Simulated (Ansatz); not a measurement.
**ZrB: equation of state with BLYP**

ZrB:

```
CELL_PARAMETERS angstrom
0.00000 2.32500 2.32500
2.32500 0.00000 2.32500
2.32500 2.32500 0.00000
ATOMIC_POSITIONS crystal
Zr 0.00000 0.00000 0.00000
B 0.50000 0.50000 0.50000
```

```
Program             : Ansatz 0.2.0
Task                : equation of state
Functional          : BLYP
Potentials or basis : Ansatz PAW
Cutoff              : 420 eV
Density cutoff      : 1680 eV
k mesh              : 10 × 10 × 10
Occupations         : methfessel-paxton, width 0.1 eV
Spin                : spin-orbit coupling, no magnetisation
```

The equilibrium volume is outside the volumes run.

Energy against volume, from the lowest point:
```csv
volume (Å³/atom),energy (meV/atom)
11.814,399.83
12.065,308.59
12.317,228.22
12.568,157.97
12.819,97.01
13.071,44.58
13.322,0.00
```

All runs of the series together: 36 s on 1 thread of Arm Neoverse V1, on a shared host.

Caveat: the potentials were made for another functional, which shifts forces and pressure.
